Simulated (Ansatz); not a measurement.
Cs (hcp)

Computed with Ansatz (plane waves, PAW, 500 eV cutoff): r²SCAN, scalar-relativistic, no spin polarisation, 10×10×6 k-mesh, Gaussian smearing of 0.05 eV. The datasets are Ansatz's generated set soft_2.

```cif
data_structure
_symmetry_space_group_name_H-M 'P 1'
_symmetry_Int_Tables_number 1
_cell_length_a 5.6075
_cell_length_b 5.6075
_cell_length_c 9.1590
_cell_angle_alpha 90.000
_cell_angle_beta 90.000
_cell_angle_gamma 120.000
_cell_volume 249.41
loop_
_atom_site_label
_atom_site_type_symbol
_atom_site_fract_x
_atom_site_fract_y
_atom_site_fract_z
_atom_site_occupancy
Cs1 Cs 0.33333 0.66667 0.75000 1
Cs2 Cs 0.66667 0.33333 0.25000 1
```

At room temperature and ambient pressure Cs is bcc.

Path: Γ–M–K–Γ–A–L–H–A | L–M | H–K, with Γ = (0.000, 0.000, 0.000), M = (0.500, 0.000, 0.000), K = (0.333, 0.333, 0.000), A = (0.000, 0.000, 0.500), L = (0.500, 0.000, 0.500), H = (0.333, 0.333, 0.500) in reciprocal vectors of the calculation's cell.

Task: Is it a metal or an insulator, and if it has a gap, where are the band edges on this path?

Result: A metal: bands cross the Fermi level.

Levels between -5 and 3 eV from the Fermi level at the path's named points:
```tsv
point	below E_F (eV)	above E_F (eV)
Γ	-1.70	0.08 0.61 2.63 2.63 2.67 2.96 2.96
M		0.05 0.27 0.85 1.06 1.70 2.12 2.55
K		0.57 0.62 0.62 1.05 1.78 1.78 2.27
A	-1.09 -1.09	1.76 1.76 2.65 2.65 2.65 2.65
L		0.26 0.26 0.83 0.83 1.84 1.84
H		0.78 0.78 1.04 1.04 1.04 1.04 2.95 2.95
```

For elements this heavy, spin–orbit coupling would shift levels and gaps; it isn't included here.
